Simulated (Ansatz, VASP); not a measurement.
**Two plane-wave programs on AgCl**

```
CELL_PARAMETERS angstrom
4.07337 0.00000 0.00000
-2.03669 3.52764 0.00000
0.00000 0.00000 6.20081
ATOMIC_POSITIONS crystal
Ag 0.00000 0.00000 0.00000
Ag 0.00000 0.00000 0.50000
Cl 0.33333 0.66667 0.25000
Cl 0.66667 0.33333 0.75000
```

Alike in both runs: functional PBE; k mesh 9 × 9 × 6; occupations gaussian, width 0.02 eV; no spin polarisation.

Ansatz relaxed the structure, and its values are those at the end. VASP's run is a single point on that final structure, the one shown.

```csv
,VASP,Ansatz
version,VASP 6.6.1,Ansatz 0.2.0
potentials or method,"VASP PAW PBE potentials, release 64 (Ag, Cl)","scalar-relativistic, plane waves, PAW"
plane-wave cutoff (eV),520,420
valence electrons in the cell,36,52
```

VASP gave:

| Property | Result |
| --- | --- |
| gap on the k mesh at the Fermi level (eV) | 0.91 |
| least direct gap on the mesh (eV) | 0.91 |
| pressure (GPa) | -0.1 |

What did Ansatz give for the same quantities?

gap on the k mesh at the Fermi level (eV): 0.91; least direct gap on the mesh (eV): 0.91; pressure (GPa): 0.0.

The two sets of potentials don't hold the same shells in valence.

Caveats: an odd mesh through Γ misses points on the zone boundary, where band edges often lie. PBE gaps usually lie below the measured ones, often by a third to a half.
